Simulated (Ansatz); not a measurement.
# BaS: stable or not

The cell was relaxed from a distorted copy of a database structure.

Level of theory: DFT PBE, scalar-relativistic, plane waves, PAW in Ansatz 0.2.0. Cutoff 420 eV, Γ-centred 8×8×8 mesh (2-atom cell), Gaussian smearing of 0.02 eV, no spin polarisation.

```cif
data_structure
_symmetry_space_group_name_H-M 'Fm-3m'
_symmetry_Int_Tables_number 225
_cell_length_a 6.4271
_cell_length_b 6.4271
_cell_length_c 6.4271
_cell_angle_alpha 90.000
_cell_angle_beta 90.000
_cell_angle_gamma 90.000
_cell_volume 265.49
loop_
_atom_site_label
_atom_site_type_symbol
_atom_site_symmetry_multiplicity
_atom_site_Wyckoff_symbol
_atom_site_fract_x
_atom_site_fract_y
_atom_site_fract_z
_atom_site_occupancy
Ba1 Ba 4 b 0.50000 0.00000 0.00000 1
S1 S 4 a 0.00000 0.00000 0.00000 1
```

Energies over the elements count from the elements' standard structures at the same level, with no fitted energy shifts.

Problem. These tests were run: energy against the elements; random kick, then relaxation without symmetry; phonons on a 4×4×4 q mesh. What do they show?

Solution.

```
                                         test                         result
                  energy against the elements                 −2.133 eV/atom
random kick, then relaxation without symmetry                        returns
                    phonons on a 4×4×4 q mesh  no imaginary mode on the mesh
```

It fails none of these tests. Competing phases weren't compared here.

The reference form of S is held partly by dispersion forces, which this level lacks. The kick test ran on a coarse mesh. The run for the phonons used an 8×8×8 k mesh.
